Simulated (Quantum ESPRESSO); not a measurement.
# TaN (P-6m2) in Quantum ESPRESSO: further runs

Aim: see how the results for TaN move with the level of theory and the settings. Levels: PBEsol, PBEsol+U. Tasks: single point.

Everything below comes from runs of Quantum ESPRESSO 7.5. Logs are shortened: lines on timing, memory, paths and dates and some standing lists are left out, and cuts for length are marked.

## (1) Starting point

The structure is hexagonal, space group P-6m2 (No. 187). Conventional cell: a = 2.938 Å, b = 2.938 Å, c = 2.883 Å, α = 90.00°, β = 90.00°, γ = 120.00°. Ta (site symmetry -6m2) has 6 N at 2.23 Å as nearest neighbours. N (site symmetry -6m2) is surrounded by 6 Ta at 2.23 Å.

## (2) Single point, PBEsol

pw.in reads:

```
&CONTROL
  calculation = 'scf'
  prefix = 'pwscf'
  outdir = './tmp'
  pseudo_dir = './pseudo'
  tprnfor = .true.
  tstress = .true.
  disk_io = 'nowf'
/
&SYSTEM
  ibrav = 0
  nat = 2
  ntyp = 2
  ecutwfc = 56
  ecutrho = 448
  nbnd = 15
  occupations = 'smearing'
  smearing = 'fd'
  degauss = 0.00367493
/
&ELECTRONS
  conv_thr = 4d-10
  electron_maxstep = 120
  mixing_beta = 0.5
/
ATOMIC_SPECIES
Ta   180.9479 ta_pbesol_v1.uspp.F.UPF
N     14.0070 n_pbesol_v1.2.uspp.F.UPF
CELL_PARAMETERS angstrom
   2.9380000000    0.0000000000    0.0000000000
  -1.4690000000    2.5443826363    0.0000000000
   0.0000000000    0.0000000000    2.8830000000
ATOMIC_POSITIONS crystal
Ta     0.0000000000    0.0000000000    0.5000000000
N      0.6666666667    0.3333333333    0.0000000000
K_POINTS automatic
10 10 9 0 0 0
```

Potentials or basis: GBRV 1.5 PBEsol.

Started as:

```
$ OMP_NUM_THREADS=1 mpirun -n 2 pw.x -nk 2 -in pw.in > pw.out
```

pw.out:

```text
This program is part of the open-source Quantum ESPRESSO suite
     for quantum simulation of materials; please cite
[... 6 lines left out ...]
     using ibrav=0 with symmetry is DISCOURAGED, use correct ibrav instead

     K-points division:     npool     =       2
     Subspace diagonalization in iterative solution of the eigenvalue problem:
     a serial algorithm will be used

     G-vector sticks info
     --------------------
     sticks:   dense  smooth     PW     G-vecs:    dense   smooth      PW
     Sum         955     475    151                23323     8299    1461

     Using Slab Decomposition

     bravais-lattice index     =            0
     lattice parameter (alat)  =       5.5520  a.u.
     unit-cell volume          =     145.4372 (a.u.)^3
     number of atoms/cell      =            2
     number of atomic types    =            2
     number of electrons       =        18.00
     number of Kohn-Sham states=           15
     kinetic-energy cutoff     =      56.0000  Ry
     charge density cutoff     =     448.0000  Ry
     scf convergence threshold =      4.0E-10
     mixing beta               =       0.5000
     number of iterations used =            8  plain     mixing
     Exchange-correlation= SLA  PW   PSX  PSC
                           (   1   4  10   8   0   0   0)

     celldm(1)=   5.552015  celldm(2)=   0.000000  celldm(3)=   0.000000
     celldm(4)=   0.000000  celldm(5)=   0.000000  celldm(6)=   0.000000

     crystal axes: (cart. coord. in units of alat)
               a(1) = (   1.000000   0.000000   0.000000 )
               a(2) = (  -0.500000   0.866025   0.000000 )
               a(3) = (   0.000000   0.000000   0.981280 )

     reciprocal axes: (cart. coord. in units 2 pi/alat)
               b(1) = (  1.000000  0.577350 -0.000000 )
               b(2) = (  0.000000  1.154701  0.000000 )
               b(3) = (  0.000000 -0.000000  1.019077 )

     PseudoPot. # 1 for Ta read from file:
     ta_pbesol_v1.uspp.F.UPF
     Pseudo is Ultrasoft + core correction, Zval = 13.0
     Generated by new atomic code, or converted to UPF format
     Using radial grid of  921 points,  7 beta functions with:
                l(1) =   0
                l(2) =   0
                l(3) =   1
                l(4) =   1
                l(5) =   2
                l(6) =   2
                l(7) =   3
     Q(r) pseudized with  6 coefficients,  rinner =    1.300   1.300   1.300
                                                       1.300   1.300   1.300
                                                       1.300

     PseudoPot. # 2 for N  read from file:
     n_pbesol_v1.2.uspp.F.UPF
     Pseudo is Ultrasoft + core correction, Zval =  5.0
     Generated by new atomic code, or converted to UPF format
     Using radial grid of  729 points,  4 beta functions with:
                l(1) =   0
                l(2) =   0
                l(3) =   1
                l(4) =   1
     Q(r) pseudized with  8 coefficients,  rinner =    0.900   0.900   0.900

     atomic species   valence    mass     pseudopotential
     Ta               13.00   180.94790     Ta( 1.00)
     N                 5.00    14.00700     N ( 1.00)

     12 Sym. Ops. (no inversion) found

   Cartesian axes

     site n.     atom                  positions (alat units)
         1        Ta     tau(   1) = (   0.0000000   0.0000000   0.4906399  )
         2        N      tau(   2) = (   0.5000000   0.2886751   0.0000000  )

     number of k points=    70  Fermi-Dirac smearing, width (Ry)=  0.0037
                       cart. coord. in units 2pi/alat
        k(    1) = (   0.0000000   0.0000000   0.0000000), wk =   0.0022222
        k(    2) = (   0.0000000   0.0000000   0.1132308), wk =   0.0044444
        k(    3) = (   0.0000000   0.0000000   0.2264616), wk =   0.0044444
        k(    4) = (   0.0000000   0.0000000   0.3396924), wk =   0.0044444
        k(    5) = (   0.0000000   0.0000000   0.4529233), wk =   0.0044444
        k(    6) = (   0.0000000   0.1154701   0.0000000), wk =   0.0133333
[... 62 lines left out ...]
        k(   69) = (   0.3000000   0.5196152   0.3396924), wk =   0.0266667
        k(   70) = (   0.3000000   0.5196152   0.4529233), wk =   0.0266667

     Dense  grid:    23323 G-vectors     FFT dimensions: (  40,  40,  40)

     Smooth grid:     8299 G-vectors     FFT dimensions: (  27,  27,  25)

     Initial potential from superposition of free atoms

     starting charge      17.9990, renormalised to      18.0000

     negative rho (up, down):  9.361E-02 0.000E+00
     Starting wfcs are   17 randomized atomic wfcs

     Self-consistent Calculation

     iteration #  1     ecut=    56.00 Ry     beta= 0.50
     Davidson diagonalization with overlap
     ethr =  1.00E-02,  avg # of iterations =  3.0

     negative rho (up, down):  9.632E-02 0.000E+00

     total energy              =    -161.90081376 Ry
     estimated scf accuracy    <       0.36900534 Ry

     iteration #  2     ecut=    56.00 Ry     beta= 0.50
     Davidson diagonalization with overlap
     ethr =  2.05E-03,  avg # of iterations =  2.0

     negative rho (up, down):  9.747E-02 0.000E+00

     total energy              =    -162.00246401 Ry
     estimated scf accuracy    <       0.21798928 Ry

     iteration #  3     ecut=    56.00 Ry     beta= 0.50
     Davidson diagonalization with overlap
     ethr =  1.21E-03,  avg # of iterations =  1.4

     negative rho (up, down):  9.955E-02 0.000E+00

     total energy              =    -162.04227037 Ry
     estimated scf accuracy    <       0.00260712 Ry

     iteration #  4     ecut=    56.00 Ry     beta= 0.50
     Davidson diagonalization with overlap
     ethr =  1.45E-05,  avg # of iterations =  2.4
[... 19 lines left out ...]
     negative rho (up, down):  9.984E-02 0.000E+00

     total energy              =    -162.04261779 Ry
     estimated scf accuracy    <       0.00000012 Ry

     iteration #  7     ecut=    56.00 Ry     beta= 0.50
     Davidson diagonalization with overlap
     ethr =  6.70E-10,  avg # of iterations =  1.8

     negative rho (up, down):  9.984E-02 0.000E+00

     total energy              =    -162.04261780 Ry
     estimated scf accuracy    <          7.4E-09 Ry

     iteration #  8     ecut=    56.00 Ry     beta= 0.50
     Davidson diagonalization with overlap
     ethr =  4.11E-11,  avg # of iterations =  2.0

     negative rho (up, down):  9.984E-02 0.000E+00

     End of self-consistent calculation

          k = 0.0000 0.0000 0.0000 (  1057 PWs)   bands (ev):

   -48.3726 -14.6962 -14.4346 -14.4346   2.3569  15.5065  15.5065  15.8539
    17.1480  22.2780  23.6660  23.6660  24.0620  24.0620  32.9313

          k = 0.0000 0.0000 0.1132 (  1051 PWs)   bands (ev):

   -48.3667 -14.8130 -14.4251 -14.4251   2.6121  14.9994  15.6063  15.6063
    17.8593  22.4127  22.4127  22.7124  24.8582  24.8582  33.4461

          k = 0.0000 0.0000 0.2265 (  1021 PWs)   bands (ev):

   -48.3517 -15.0985 -14.4010 -14.4010   3.2974  13.4631  15.8630  15.8630
    19.2968  21.1130  21.1130  23.7412  24.8559  24.8559  34.1575

          k = 0.0000 0.0000 0.3397 (  1039 PWs)   bands (ev):

   -48.3346 -15.4073 -14.3734 -14.3734   4.1934  11.9116  16.1455  16.1455
    20.2845  20.2845  21.0577  24.1421  24.1421  25.1820  32.4734

          k = 0.0000 0.0000 0.4529 (  1039 PWs)   bands (ev):

   -48.3234 -15.6008 -14.3553 -14.3553   4.9143  10.8452  16.3026  16.3026
    19.9966  19.9966  22.3271  23.4687  23.4687  27.2678  30.0932

          k = 0.0000 0.1155 0.0000 (  1047 PWs)   bands (ev):

   -48.3653 -14.6826 -14.5418 -14.4575   2.5624  14.9125  15.6618  16.1375
    16.8573  22.9705  23.2765  23.6990  23.9560  24.3292  32.9245
[... 76 lines left out ...]
          k = 0.0000 0.4619 0.1132 (  1036 PWs)   bands (ev):

   -48.2978 -15.3640 -14.6668 -14.6361   4.4533  12.0513  14.8046  16.4520
    17.3191  23.2174  23.3007  24.8336  25.3494  27.7824  32.5375

          k = 0.0000 0.4619 0.2265 (  1023 PWs)   bands (ev):

   -48.2834 -15.3163 -14.9167 -14.6073   4.4915  12.1254  14.6316  15.7039
    18.2657  22.7217  23.6747  24.9998  26.0390  28.9339  32.3592

          k = 0.0000 0.4619 0.3397 (  1019 PWs)   bands (ev):

   -48.2670 -15.2638 -15.1875 -14.5742   4.4761  12.3055  14.4843  14.9861
    18.9399  22.9991  24.1463  25.3951  26.6010  29.6859  32.6015

          k = 0.0000 0.4619 0.4529 (  1014 PWs)   bands (ev):

   -48.2563 -15.3649 -15.2225 -14.5525   4.4348  12.6148  14.1571  14.5695
    19.1987  23.8356  24.5127  25.7013  26.8203  30.3687  32.6227

          k = 0.0000-0.5774 0.0000 (  1038 PWs)   bands (ev):

   -48.2961 -15.4751 -14.6693 -14.5513   4.6706  11.7544  14.8705  16.5790
    16.8953  23.0659  24.1214  25.2646  25.3833  27.4441  31.2669

          k = 0.0000-0.5774 0.1132 (  1028 PWs)   bands (ev):

   -48.2904 -15.4554 -14.6578 -14.6514   4.6642  11.7803  14.6919  16.4918
    17.2005  23.4852  23.4970  25.3571  25.5278  28.1617  31.3030

          k = 0.0000-0.5774 0.2265 (  1024 PWs)   bands (ev):

   -48.2761 -15.4051 -14.8982 -14.6285   4.6100  11.8656  14.6158  15.6490
    18.3389  22.7430  24.3291  25.5722  25.9603  29.3743  31.3814

          k = 0.0000-0.5774 0.3397 (  1020 PWs)   bands (ev):

   -48.2598 -15.3471 -15.1682 -14.5950   4.4890  12.1436  14.4498  14.8728
    19.2588  23.0192  25.0313  25.8391  26.5942  29.9607  31.9136

          k = 0.0000-0.5774 0.4529 (  1022 PWs)   bands (ev):

   -48.2492 -15.3391 -15.3084 -14.5729   4.3815  12.6080  13.9870  14.4313
    19.6730  24.0291  25.3976  26.0962  27.0936  30.1336  32.3266

          k = 0.1000 0.1732 0.0000 (  1041 PWs)   bands (ev):

   -48.3522 -14.7233 -14.6578 -14.5067   2.9393  14.1203  15.8928  16.3932
    16.5703  22.5487  23.6750  23.8466  24.1696  24.8135  32.9510

          k = 0.1000 0.1732 0.1132 (  1038 PWs)   bands (ev):

   -48.3463 -14.7766 -14.7040 -14.4966   3.1424  14.2754  15.1704  15.9506
    17.5249  22.0861  22.7111  24.0197  24.9501  25.3790  32.7396

          k = 0.1000 0.1732 0.2265 (  1032 PWs)   bands (ev):

   -48.3315 -15.0481 -14.6756 -14.4708   3.6705  13.6828  14.7447  15.9199
    18.5008  21.1836  22.1093  24.3104  25.4245  26.0454  32.7777

          k = 0.1000 0.1732 0.3397 (  1031 PWs)   bands (ev):

   -48.3146 -15.3453 -14.6402 -14.4413   4.3144  12.4049  15.1967  15.8481
    18.8633  20.9268  22.5091  23.8340  25.1176  27.1889  32.9374

          k = 0.1000 0.1732 0.4529 (  1031 PWs)   bands (ev):

   -48.3036 -15.5321 -14.6168 -14.4220   4.7801  11.6169  15.3823  15.8889
    18.7352  21.0078  23.1632  23.6483  24.6123  28.9470  31.3462

          k = 0.1000 0.2887 0.0000 (  1033 PWs)   bands (ev):
[... 154 lines left out ...]
          k = 0.3000 0.5196 0.1132 (  1024 PWs)   bands (ev):

   -48.2822 -15.2437 -15.0247 -14.6342   4.9379  12.7513  14.1067  14.7422
    19.5128  21.6378  22.4850  23.4574  27.1534  31.6412  33.0113

          k = 0.3000 0.5196 0.2265 (  1034 PWs)   bands (ev):

   -48.2680 -15.1975 -14.9870 -14.8768   4.7778  13.0499  13.8556  14.3798
    19.3737  22.5937  24.0785  24.4136  26.4871  30.6277  32.7576

          k = 0.3000 0.5196 0.3397 (  1031 PWs)   bands (ev):

   -48.2518 -15.1496 -15.1372 -14.9435   4.5808  12.4042  13.6865  15.1971
    19.4845  23.8818  24.6578  25.9125  26.4730  29.6121  32.2196

          k = 0.3000 0.5196 0.4529 (  1029 PWs)   bands (ev):

   -48.2412 -15.3109 -15.1089 -14.9148   4.4448  11.9823  13.4748  16.0064
    19.5776  24.5062  25.0476  26.6108  27.3942  29.4001  31.7025

     the Fermi energy is    20.1218 ev

!    total energy              =    -162.04261780 Ry
     estimated scf accuracy    <          1.9E-10 Ry
     smearing contrib. (-TS)   =      -0.00002395 Ry
     internal energy E=F+TS    =    -162.04259385 Ry

     The total energy is F=E-TS. E is the sum of the following terms:
     one-electron contribution =      -6.56014950 Ry
     hartree contribution      =      15.03639093 Ry
     xc contribution           =     -47.48040513 Ry
     ewald contribution        =    -123.03843015 Ry

     convergence has been achieved in   8 iterations

     negative rho (up, down):  9.984E-02 0.000E+00

     Forces acting on atoms (cartesian axes, Ry/au):

     atom    1 type  1   force =     0.00000000    0.00000000    0.00000000
     atom    2 type  2   force =     0.00000000    0.00000000    0.00000000

     Total force =     0.000000     Total SCF correction =     0.000000

     Computing stress (Cartesian axis) and pressure

     negative rho (up, down):  9.984E-02 0.000E+00
          total   stress  (Ry/bohr**3)                   (kbar)     P=      -47.47
  -0.00031717   0.00000000   0.00000000          -46.66        0.00        0.00
   0.00000000  -0.00031717  -0.00000000            0.00      -46.66       -0.00
   0.00000000  -0.00000000  -0.00033381            0.00       -0.00      -49.11

=------------------------------------------------------------------------------=
   JOB DONE.
=------------------------------------------------------------------------------=
```

Wall time 6.7 s (2 MPI ranks of Intel Xeon 6975P-C (Granite Rapids), shared host); peak memory 0.28 GiB.

What came out:

```
Free energy            : -2204.7021 eV
Pressure               : -4.7 GPa
Band gap on the k mesh : none (metal or under the smearing width)
```

Levels at points of the mesh, in eV from the Fermi level:
```
            k point  band 5  band 6  band 7  band 8  band 9  band 10  band 11  band 12  band 13  band 14
 (0.00, 0.00, 0.00)  -17.76   -4.62   -4.62   -4.27   -2.97     2.16     3.54     3.54     3.94     3.94
(0.00, -0.50, 0.00)  -15.45   -8.37   -5.25   -3.54   -3.23     2.94     4.00     5.14     5.26     7.32
```

The run has no spin-orbit coupling, so splittings on Ta are missing.

## (3) Single point, PBEsol+U

pw.in: that of step 2 with these lines changed.

```diff
@@ -15,3 +15,3 @@
   ecutrho = 448
-  nbnd = 15
+  nbnd = 18
   occupations = 'smearing'
@@ -23,3 +23,3 @@
   electron_maxstep = 120
-  mixing_beta = 0.5
+  mixing_beta = 0.3
 /
@@ -37 +37,3 @@
 10 10 9 0 0 0
+HUBBARD {ortho-atomic}
+U Ta-5d 1.0
```

Potentials or basis: GBRV 1.5 PBEsol.

Started as:

```
$ OMP_NUM_THREADS=1 mpirun -n 2 pw.x -nk 2 -in pw.in > pw.out
```

pw.out:

```text
This program is part of the open-source Quantum ESPRESSO suite
     for quantum simulation of materials; please cite
[... 6 lines left out ...]
     using ibrav=0 with symmetry is DISCOURAGED, use correct ibrav instead

     K-points division:     npool     =       2
     Subspace diagonalization in iterative solution of the eigenvalue problem:
     a serial algorithm will be used

     G-vector sticks info
     --------------------
     sticks:   dense  smooth     PW     G-vecs:    dense   smooth      PW
     Sum         955     475    151                23323     8299    1461

     Using Slab Decomposition

     bravais-lattice index     =            0
     lattice parameter (alat)  =       5.5520  a.u.
     unit-cell volume          =     145.4372 (a.u.)^3
     number of atoms/cell      =            2
     number of atomic types    =            2
[... 291 lines left out ...]
     occupation matrix ns (before diag.):
       0.461  0.000  0.000  0.000  0.000
       0.000  0.278  0.000 -0.000 -0.000
       0.000  0.000  0.278  0.000  0.000
       0.000 -0.000  0.000  0.400 -0.000
[... 420 lines left out ...]
   -48.2911 -15.3518 -15.1512 -14.9575   4.5610  12.1143  13.5313  16.0507
    19.6364  24.6429  25.0600  26.6725  27.5202  29.3961  31.7043  32.9337
    33.9840  37.6223

     the Fermi energy is    20.2045 ev

!    total energy              =    -161.95941327 Ry
     estimated scf accuracy    <          1.4E-10 Ry
     smearing contrib. (-TS)   =      -0.00002204 Ry
     internal energy E=F+TS    =    -161.95939123 Ry

     The total energy is F=E-TS. E is the sum of the following terms:
     one-electron contribution =      -6.55072567 Ry
     hartree contribution      =      15.02764346 Ry
     xc contribution           =     -47.48090888 Ry
     ewald contribution        =    -123.03843015 Ry
     Hubbard energy            =       0.08303002 Ry

     convergence has been achieved in   9 iterations

     negative rho (up, down):  9.988E-02 0.000E+00

     Forces acting on atoms (cartesian axes, Ry/au):

     atom    1 type  1   force =     0.00000000    0.00000000    0.00000000
     atom    2 type  2   force =     0.00000000    0.00000000    0.00000000

     Total force =     0.000000     Total SCF correction =     0.000000

     Computing stress (Cartesian axis) and pressure

     negative rho (up, down):  9.988E-02 0.000E+00
          total   stress  (Ry/bohr**3)                   (kbar)     P=      -38.59
  -0.00025067   0.00000000   0.00000000          -36.87        0.00        0.00
   0.00000000  -0.00025067   0.00000000            0.00      -36.87        0.00
   0.00000000   0.00000000  -0.00028573            0.00        0.00      -42.03

=------------------------------------------------------------------------------=
   JOB DONE.
=------------------------------------------------------------------------------=
```

Run time: 8.4 s. Hardware: 2 MPI ranks of Intel Xeon 6975P-C (Granite Rapids), shared host; peak memory 0.28 GiB.

Results:

- Free energy: -2203.5701 eV
- Pressure: -3.9 GPa
- Band gap on the k mesh: none (metal or under the smearing width)

Eigenvalues of the final occupation matrices:
| site | spin | trace | eigenvalues |
| --- | --- | --- | --- |
| Ta 1 5d | each | 1.82 | 0.28 0.28 0.40 0.40 0.46 |

Caveat: U without spin polarisation on a metal has little footing.

(Continued in part 2 of 2.)
